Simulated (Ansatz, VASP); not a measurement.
Ti: VASP beside Ansatz

The input POSCAR:

```
Ti
1.0
    0.0000000000      2.0118141630      4.8891090682
    1.8786300365      0.0000000000      4.8891090682
    1.8786300365      2.0118141630      0.0000000000
Ti
2
Direct
    0.8495189022      0.8495189022      0.1504810978
    0.1504810978      0.1504810978      0.8495189022
```

Contents of INCAR.step1:

```
PREC = Accurate
ENCUT = 600
ISMEAR = 0
SIGMA = 0.1
LREAL = False
LASPH = True
NELM = 100
GGA = PE
ALGO = Normal
EDIFF = 1E-4
LWAVE = True
LCHARG = False
```

File INCAR.step2:

```
PREC = Accurate
ENCUT = 600
EDIFF = 1E-6
ISMEAR = 0
SIGMA = 0.1
LREAL = False
LASPH = True
NELM = 100
ALGO = Normal
ISIF = 3
LWAVE = False
LCHARG = False
METAGGA = R2SCAN
LMIXTAU = True
IBRION = 2
NSW = 90
EDIFFG = -0.04
ISTART = 1
```

File KPOINTS:

```
Automatic mesh
0
Gamma
  6 6 6
```

Input for Ansatz:

```yaml
crystal:
  lattice:
    - [0.0, 2.011814163, 4.8891090682]
    - [1.8786300365, 0.0, 4.8891090682]
    - [1.8786300365, 2.011814163, 0.0]
  atoms:
    - { symbol: Ti, position: [0.8495189022, 0.8495189022, 0.1504810978] }
    - { symbol: Ti, position: [0.1504810978, 0.1504810978, 0.8495189022] }
basis:
  ecutwfc: 500
kpoints:
  mp_grid: { grid: [6, 6, 6] }
hamiltonian:
  xc: r2scan
scf:
  occupations: { method: gaussian, width: 0.1 }
  lower_state_search: "off"
output:
  forces: true
  stress: true
  eigenvalues: true
relax:
  adjacent_minimum: "off"
  f_tol: 0.04
  max_steps: 70
  cell: { stress_tol: 0.4 }
```

Alike in both runs: task relaxation of cell and atoms; functional r2SCAN; k mesh 6 × 6 × 6; occupations gaussian, width 0.1 eV; no spin polarisation.

```csv
,VASP,Ansatz
version,VASP 6.6.1,Ansatz 0.2.0
potentials or method,"VASP PAW PBE potentials, release 64 (Ti_sv)","scalar-relativistic, plane waves, PAW"
plane-wave cutoff (eV),600,500
valence electrons in the cell,24,24
```

|  | VASP | Ansatz | Ansatz less VASP |
| --- | --- | --- | --- |
| gap on the k mesh at the Fermi level, each at its own relaxed structure (eV) | none | none | - |
| relaxed volume (Å³/atom) | 18.57 | 18.48 | -0.091 |
| relaxed cell length with the largest relative difference (Å) | 5.250 | 5.238 | -0.0123 |

A gap of «none» marks a metal or a gap that the smearing closes.

Caveats: the k mesh is coarse (spacing up to 0.40 Å⁻¹), so the values aren't converged; the PAW data sets were made with another functional, which shifts forces and pressure a little (VASP).
